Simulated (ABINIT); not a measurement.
# BaTiO3: band structure with PBEsol

Crystal: BaTiO3.

```
Ba Ti O
1.0
     4.00600    0.00000    0.00000
     0.00000    4.00600    0.00000
     0.00000    0.00000    4.00600
Ba Ti O
1 1 3
Direct
  0.50000 0.50000 0.50000
  0.00000 0.00000 0.00000
  0.00000 0.00000 0.50000
  0.00000 0.50000 0.00000
  0.50000 0.00000 0.00000
```

| Property | Result |
| --- | --- |
| Program | ABINIT 10.8.3 (patched build) |
| Task | band structure |
| Functional | PBEsol |
| Potentials or basis | JTH PAW PBE v2.0 |
| Cutoff | 626 eV |
| k mesh | 7 × 7 × 7 |
| Occupations | fermi-dirac, width 0.05 eV |
| Spin | no spin polarisation |
| Fine-grid cutoff | 1224.51 eV |

```yaml
Pressure: -3.3 GPa
Band_gap_on_the_k_mesh: 1.77 eV, indirect (least direct gap 1.85 eV)
Band_gap_along_the_path: 1.71 eV, indirect (least direct gap 1.85 eV)
Valence_electrons_inside_the_program's_atomic_spheres: Ba 6.53; Ti 10.28; O 4.50
```

Levels at the corners of the path, in eV from the valence-band top:
| point | band 16 | band 17 | band 18 | band 19 | band 20 | band 21 | band 22 | band 23 | band 24 | band 25 |
| --- | --- | --- | --- | --- | --- | --- | --- | --- | --- | --- |
| Γ | -1.11 | -1.11 | -0.14 | -0.14 | -0.14 | 1.71 | 1.71 | 1.71 | 3.95 | 3.95 |
| X | -1.95 | -1.85 | -1.85 | -0.71 | -0.71 | 1.88 | 3.50 | 3.50 | 3.96 | 5.96 |
| M | -2.73 | -1.72 | -0.88 | -0.88 | -0.09 | 3.51 | 3.51 | 3.92 | 4.79 | 7.72 |
| Γ | -1.11 | -1.11 | -0.14 | -0.14 | -0.14 | 1.71 | 1.71 | 1.71 | 3.95 | 3.95 |
| R | -2.42 | -2.42 | 0.00 | 0.00 | 0.00 | 4.18 | 4.18 | 4.18 | 6.64 | 6.64 |
| X | -1.95 | -1.85 | -1.85 | -0.71 | -0.71 | 1.88 | 3.50 | 3.50 | 3.96 | 5.96 |

Run time: 3.8 min on 1 thread of Intel(R) Xeon(R) Platinum 8259CL CPU @ 2.50GHz (Skylake/Cascade Lake), on a shared host, peak memory 0.16 GiB.

Caveat: this set's barium file shifts pressures by 1.5 GPa and gaps by 0.1 eV against other sets; the PAW data sets were made with another functional, which shifts forces and pressure a little; spin-orbit coupling is left out, which moves the levels of the heavy elements. A hybrid or GW would open this gap; PBEsol tends to underestimate it.
